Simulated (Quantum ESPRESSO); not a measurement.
# InP (Fm-3m) in Quantum ESPRESSO: equation of state, part 2 of 2

Quantum ESPRESSO 7.5.

### 5 Single point, PBE, 21.23 Å³/atom

Input file pw.in:

```
&CONTROL
  calculation = 'scf'
  prefix = 'pwscf'
  outdir = './tmp'
  pseudo_dir = './pseudo'
  tprnfor = .true.
  tstress = .true.
  disk_io = 'nowf'
/
&SYSTEM
  ibrav = 0
  nat = 2
  ntyp = 2
  ecutwfc = 55
  ecutrho = 440
  nbnd = 15
  occupations = 'smearing'
  smearing = 'fd'
  degauss = 0.00367493
/
&ELECTRONS
  conv_thr = 4d-10
  electron_maxstep = 120
  mixing_beta = 0.5
/
ATOMIC_SPECIES
In   114.8180 In.pbe-dn-rrkjus_psl.0.2.2.UPF
P     30.9738 P.pbe-n-rrkjus_psl.1.0.0.UPF
CELL_PARAMETERS angstrom
   0.0000000000    2.7688340000    2.7688340000
   2.7688340000    0.0000000000    2.7688340000
   2.7688340000    2.7688340000    0.0000000000
ATOMIC_POSITIONS crystal
In     0.0000000000    0.0000000000    0.0000000000
P      0.5000000000    0.5000000000    0.5000000000
K_POINTS automatic
8 8 8 0 0 0
```

Potentials or basis: SSSP 1.3 efficiency PBE.

Launch:

```bash
> OMP_NUM_THREADS=1 pw.x -in pw.in > pw.out
```

pw.out:

```text
This program is part of the open-source Quantum ESPRESSO suite
     for quantum simulation of materials; please cite
         "P. Giannozzi et al., J. Phys.:Condens. Matter 21 395502 (2009);
         "P. Giannozzi et al., J. Phys.:Condens. Matter 29 465901 (2017);
         "P. Giannozzi et al., J. Chem. Phys. 152 154105 (2020);
     in publications or presentations arising from this work. More details at

     file In.pbe-dn-rrkjus_psl.0.2.2.UPF: wavefunction(s)  5S renormalized
     Message from routine setup:
     using ibrav=0 with symmetry is DISCOURAGED, use correct ibrav instead

     G-vector sticks info
     --------------------
     sticks:   dense  smooth     PW     G-vecs:    dense   smooth      PW
     Sum        1663     835    253                44735    15665    2685

     Using Slab Decomposition

     bravais-lattice index     =            0
     lattice parameter (alat)  =       7.3996  a.u.
     unit-cell volume          =     286.4952 (a.u.)^3
     number of atoms/cell      =            2
     number of atomic types    =            2
     number of electrons       =        18.00
     number of Kohn-Sham states=           15
     kinetic-energy cutoff     =      55.0000  Ry
     charge density cutoff     =     440.0000  Ry
     scf convergence threshold =      4.0E-10
     mixing beta               =       0.5000
     number of iterations used =            8  plain     mixing
     Exchange-correlation= PBE
                           (   1   4   3   4   0   0   0)

     celldm(1)=   7.399643  celldm(2)=   0.000000  celldm(3)=   0.000000
     celldm(4)=   0.000000  celldm(5)=   0.000000  celldm(6)=   0.000000

     crystal axes: (cart. coord. in units of alat)
               a(1) = (   0.000000   0.707107   0.707107 )
               a(2) = (   0.707107   0.000000   0.707107 )
               a(3) = (   0.707107   0.707107   0.000000 )

     reciprocal axes: (cart. coord. in units 2 pi/alat)
               b(1) = ( -0.707107  0.707107  0.707107 )
               b(2) = (  0.707107 -0.707107  0.707107 )
               b(3) = (  0.707107  0.707107 -0.707107 )

     PseudoPot. # 1 for In read from file:
[... 32 lines left out ...]

     site n.     atom                  positions (alat units)
         1        In     tau(   1) = (   0.0000000   0.0000000   0.0000000  )
         2        P      tau(   2) = (   0.7071068   0.7071068   0.7071068  )

     number of k points=    29  Fermi-Dirac smearing, width (Ry)=  0.0037
                       cart. coord. in units 2pi/alat
        k(    1) = (   0.0000000   0.0000000   0.0000000), wk =   0.0039062
        k(    2) = (   0.0883883   0.0883883  -0.0883883), wk =   0.0312500
        k(    3) = (   0.1767767   0.1767767  -0.1767767), wk =   0.0312500
        k(    4) = (   0.2651650   0.2651650  -0.2651650), wk =   0.0312500
        k(    5) = (  -0.3535534  -0.3535534   0.3535534), wk =   0.0156250
        k(    6) = (   0.1767767   0.0000000   0.0000000), wk =   0.0234375
[... 21 lines left out ...]
        k(   28) = (  -0.7071068   0.1767767  -0.0000000), wk =   0.0468750
        k(   29) = (  -0.7071068   0.3535534   0.0000000), wk =   0.0234375

     Dense  grid:    44735 G-vectors     FFT dimensions: (  50,  50,  50)

     Smooth grid:    15665 G-vectors     FFT dimensions: (  36,  36,  36)

     Initial potential from superposition of free atoms

     starting charge      17.9961, renormalised to      18.0000
     Starting wfcs are   13 randomized atomic wfcs +    2 random wfcs

     Self-consistent Calculation

     iteration #  1     ecut=    55.00 Ry     beta= 0.50
     Davidson diagonalization with overlap
     ethr =  1.00E-02,  avg # of iterations =  4.9

     Threshold (ethr) on eigenvalues was too large:
     Diagonalizing with lowered threshold

     Davidson diagonalization with overlap
     ethr =  4.69E-04,  avg # of iterations =  2.9

     total energy              =    -158.86197537 Ry
     estimated scf accuracy    <       0.08224594 Ry
[... 50 lines left out ...]
     iteration #  9     ecut=    55.00 Ry     beta= 0.50
     Davidson diagonalization with overlap
     ethr =  3.34E-12,  avg # of iterations =  2.2

     End of self-consistent calculation

          k = 0.0000 0.0000 0.0000 (  1989 PWs)   bands (ev):

    -5.2236  -5.2236  -5.2037  -5.2037  -5.2037  -2.9526   8.7958   8.7958
     8.7958   9.5735  16.1345  16.1345  16.1345  17.5257  17.5258
[... 93 lines left out ...]
    -5.4533  -5.2177  -5.2154  -5.1281  -5.1065   0.1485   3.9700   4.6788
     7.3960   9.2038  14.5066  16.0156  17.5145  17.8669  20.2580

          k =-0.7071 0.0000 0.0000 (  1964 PWs)   bands (ev):

    -5.5302  -5.2576  -5.1769  -5.0920  -5.0920   0.2235   4.1085   6.5401
     6.7312   6.7312  12.8895  18.9321  18.9321  19.2543  21.2600

          k = 0.3536 0.1768 0.0000 (  1974 PWs)   bands (ev):
[... 26 lines left out ...]
    -5.4009  -5.2412  -5.1786  -5.1712  -5.1106  -0.1602   3.6504   5.4538
     6.9930  11.2763  13.2381  15.8263  16.1058  19.2304  19.2536

          k =-0.7071 0.1768-0.0000 (  1984 PWs)   bands (ev):

    -5.4917  -5.2356  -5.1983  -5.1187  -5.0920   0.2443   4.3952   4.9454
     6.1846   9.1362  13.7835  16.3139  18.0438  19.3291  21.6860

          k =-0.7071 0.3536 0.0000 (  1964 PWs)   bands (ev):

    -5.4453  -5.2275  -5.1795  -5.1795  -5.0919   0.2672   4.3380   5.1790
     5.1790  11.4431  13.6306  15.7973  15.7973  20.4064  20.4064

     the Fermi energy is     9.1549 ev

!    total energy              =    -158.88561227 Ry
     estimated scf accuracy    <          5.4E-11 Ry
     smearing contrib. (-TS)   =      -0.00085471 Ry
     internal energy E=F+TS    =    -158.88475757 Ry

     The total energy is F=E-TS. E is the sum of the following terms:
     one-electron contribution =     -45.51145634 Ry
     hartree contribution      =      37.17345647 Ry
     xc contribution           =     -52.01255288 Ry
     ewald contribution        =     -98.53420482 Ry

     convergence has been achieved in   9 iterations

     Forces acting on atoms (cartesian axes, Ry/au):

     atom    1 type  1   force =    -0.00000000   -0.00000000    0.00000000
     atom    2 type  2   force =    -0.00000000   -0.00000000    0.00000000

     Total force =     0.000000     Total SCF correction =     0.000000

     Computing stress (Cartesian axis) and pressure

          total   stress  (Ry/bohr**3)                   (kbar)     P=        0.14
   0.00000096   0.00000000  -0.00000000            0.14        0.00       -0.00
   0.00000000   0.00000096   0.00000000            0.00        0.14        0.00
  -0.00000000   0.00000000   0.00000096           -0.00        0.00        0.14

=------------------------------------------------------------------------------=
   JOB DONE.
=------------------------------------------------------------------------------=
```

It took 45 s on 1 thread of Intel Xeon Platinum 8259CL at 2.50GHz (Skylake/Cascade Lake), shared host; peak memory 0.2 GiB.

What came out:

```yaml
Free_energy: -2161.7489 eV
Pressure: 0.0 GPa
Band_gap_on_the_k_mesh: none (metal or under the smearing width)
```

### 6 Single point, PBE, 21.65 Å³/atom

pw.in: that of step 5 with these lines changed.

```diff
@@ -29,5 +29,5 @@
 CELL_PARAMETERS angstrom
-   0.0000000000    2.7688340000    2.7688340000
-   2.7688340000    0.0000000000    2.7688340000
-   2.7688340000    2.7688340000    0.0000000000
+   0.0000000000    2.7871711834    2.7871711834
+   2.7871711834    0.0000000000    2.7871711834
+   2.7871711834    2.7871711834    0.0000000000
 ATOMIC_POSITIONS crystal
```

Potentials or basis: SSSP 1.3 efficiency PBE.

Launch:

```bash
> OMP_NUM_THREADS=1 pw.x -in pw.in > pw.out
```

Wall time 43 s (1 thread of Intel Xeon Platinum 8259CL at 2.50GHz (Skylake/Cascade Lake), shared host); peak memory 0.21 GiB.

It converged, with:

| Quantity | Value |
| --- | --- |
| Free energy | -2161.7454 eV |
| Pressure | -1.4 GPa |
| Band gap on the k mesh | none (metal or under the smearing width) |

### 7 Single point, PBE, 22.08 Å³/atom

pw.in: that of step 6 with these lines changed.

```diff
@@ -29,5 +29,5 @@
 CELL_PARAMETERS angstrom
-   0.0000000000    2.7871711834    2.7871711834
-   2.7871711834    0.0000000000    2.7871711834
-   2.7871711834    2.7871711834    0.0000000000
+   0.0000000000    2.8052702047    2.8052702047
+   2.8052702047    0.0000000000    2.8052702047
+   2.8052702047    2.8052702047    0.0000000000
 ATOMIC_POSITIONS crystal
```

Launch:

```bash
> OMP_NUM_THREADS=1 pw.x -in pw.in > pw.out
```

Run time: 42 s. Hardware: 1 thread of Intel Xeon Platinum 8259CL at 2.50GHz (Skylake/Cascade Lake), shared host; peak memory 0.21 GiB.

The run converged. Its results:

| Quantity | Value |
| --- | --- |
| Free energy | -2161.7350 eV |
| Pressure | -2.6 GPa |
| Band gap on the k mesh | none (metal or under the smearing width) |

### 8 Single point, PBE, 22.50 Å³/atom

pw.in: that of step 7 with these lines changed.

```diff
@@ -29,5 +29,5 @@
 CELL_PARAMETERS angstrom
-   0.0000000000    2.8052702047    2.8052702047
-   2.8052702047    0.0000000000    2.8052702047
-   2.8052702047    2.8052702047    0.0000000000
+   0.0000000000    2.8231386496    2.8231386496
+   2.8231386496    0.0000000000    2.8231386496
+   2.8231386496    2.8231386496    0.0000000000
 ATOMIC_POSITIONS crystal
```

Launch:

```bash
> OMP_NUM_THREADS=1 pw.x -in pw.in > pw.out
```

Run time: 42 s. Hardware: 1 thread of Intel Xeon Platinum 8259CL at 2.50GHz (Skylake/Cascade Lake), shared host; peak memory 0.21 GiB.

The run converged. Its results:

| Quantity | Value |
| --- | --- |
| Free energy | -2161.7185 eV |
| Pressure | -3.7 GPa |
| Band gap on the k mesh | none (metal or under the smearing width) |

### 9 Equation of state, PBE

Potentials or basis: SSSP 1.3 efficiency PBE.

No new run: the results of the series are fitted here.

What came out:

* Equilibrium volume: 21.24 Å³/atom
* Bulk modulus: 74 GPa
* Pressure derivative of the bulk modulus: 5.1

Energy against volume, from the lowest point:
| volume (Å³/atom) | energy (meV/atom) |
| --- | --- |
| 19.953 | 20.44 |
| 20.378 | 8.83 |
| 20.803 | 2.20 |
| 21.227 | 0.00 |
| 21.652 | 1.73 |
| 22.076 | 6.94 |
| 22.501 | 15.19 |
